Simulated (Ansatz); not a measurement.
HfSi squeezed and stretched

A database entry relaxed whole under r2SCAN (Pnma):

```
Hf Si
1.0
     6.86590    0.00000    0.00000
     0.00000    3.77181    0.00000
     0.00000    0.00000    5.22829
Hf Si
4 4
Cartesian
  1.2035 0.9430 0.6559
  2.2295 2.8289 3.2700
  4.6364 0.9430 1.9583
  5.6624 2.8289 4.5724
  0.2938 0.9430 3.3400
  3.1391 2.8289 0.7258
  3.7268 0.9430 4.5024
  6.5721 2.8289 1.8883
```

The cell was scaled uniformly, its shape held, and the atoms relaxed at each volume with plane-wave PAW DFT (Ansatz 0.2.0; r2SCAN, 500 eV, 5×9×7 Γ-centred mesh, fermi-dirac occupations of width 0.100 eV; no spin, no spin-orbit coupling). One row is withheld.

```tsv
volume (Å³/atom)	energy over the lowest (meV/atom)	pressure (GPa)
15.909	33.5	11.20
16.248	14.3	7.08
16.586	3.4	3.37
16.925	0.0	0.02
17.263	?	?
17.602	12.7	-5.73
17.940	27.5	-8.19
```

Task: Fit the pressures of the other rows to the third-order Birch-Murnaghan form.

Result: With f = [(V₀/V)^(2/3) − 1]/2 and P = 3B₀f(1 + 2f)^(5/2)[1 + 3(B₀′ − 4)f/2], least squares gives V₀ = 16.93 Å³ an atom, B₀ = 159 GPa and B₀′ = 4.1; the rows miss the fit by less than 0.01 GPa. The slope of the energies differs from these pressures by less than 0.05 GPa.

Task: What does the withheld row hold?

Result: The fit gives -3.00 GPa at 17.263 Å³; the run gave -3.01 GPa and 3.3 meV an atom.

Caveats: the shape of the cell was held, so B₀ is an upper bound where the axes differ in stiffness; 0 K, fixed nuclei; the symmetry was kept, and this need not be the phase that is stable at 0 K; one mesh for all volumes; pressure is positive in compression.
